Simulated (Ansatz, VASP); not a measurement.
## Ru in VASP and in Ansatz

```
CELL_PARAMETERS angstrom
2.67947 0.00000 0.00000
-1.33973 2.32049 0.00000
0.00000 0.00000 4.22916
ATOMIC_POSITIONS crystal
Ru 0.34122 0.68381 0.25557
Ru 0.67456 0.35047 0.75557
```

Alike in both runs: functional PBEsol; k mesh 9 × 9 × 5; occupations fermi-dirac, width 0.05 eV; no spin polarisation; Hubbard terms Ru d U = 6.0 eV.

Ansatz relaxed the structure, and its values are those at the end. VASP's run is a single point on that final structure, the one shown.

|  | VASP | Ansatz |
| --- | --- | --- |
| version | VASP 6.6.1 | Ansatz 0.2.0 |
| potentials or method | VASP PAW PBE potentials, release 64 (Ru_pv) | PAW with Ansatz's default frozen-core files, scalar-relativistic |
| plane-wave cutoff (eV) | 520 | 420 |
| valence electrons in the cell | 28 | 32 |

|  | VASP | Ansatz | Ansatz less VASP |
| --- | --- | --- | --- |
| gap on the k mesh at the Fermi level (eV) | none | none | - |
| pressure (GPa) | -6.0 | 0.0 | +6.04 |

The programs project onto different local orbitals, so the same U acts differently. A gap of «none» marks a metal or a gap that the smearing closes. The two sets of potentials don't hold the same shells in valence. Ansatz warned: «end_state_compared».

Caveats: the PAW data sets were made with another functional, which shifts forces and pressure a little (VASP); U without spin polarisation on a metal has little footing; the U is typed as a test and isn't derived for this compound.
